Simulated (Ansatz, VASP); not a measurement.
## One calculation of Mg, two programs

```
CELL_PARAMETERS angstrom
3.25979 0.00000 0.00000
-1.62990 2.82306 0.00000
0.00000 0.00000 2.97992
ATOMIC_POSITIONS crystal
Mg 0.00000 0.00000 0.00000
```

Alike in both runs: task single point; functional PBE; k mesh 15 × 15 × 14; occupations gaussian, width 0.1 eV; no spin polarisation.

|  | VASP | Ansatz |
| --- | --- | --- |
| version | VASP 6.6.1 | Ansatz 0.2.0 |
| potentials or method | VASP PAW PBE potentials, release 64 (Mg) | scalar-relativistic, plane waves, PAW |
| plane-wave cutoff (eV) | 520 | 420 |
| valence electrons in the cell | 2 | 10 |

Ansatz gave:

```
gap on the k mesh at the Fermi level (eV)       : none
pressure (GPa)                                  : -1.7
largest component of the traceless stress (GPa) : 3.57
```

Question: Which values does VASP return?

Answer: gap on the k mesh at the Fermi level (eV): none; pressure (GPa): -1.7; largest component of the traceless stress (GPa): 3.58.

A gap of «none» marks a metal or a gap that the smearing closes. The two sets of potentials don't hold the same shells in valence.
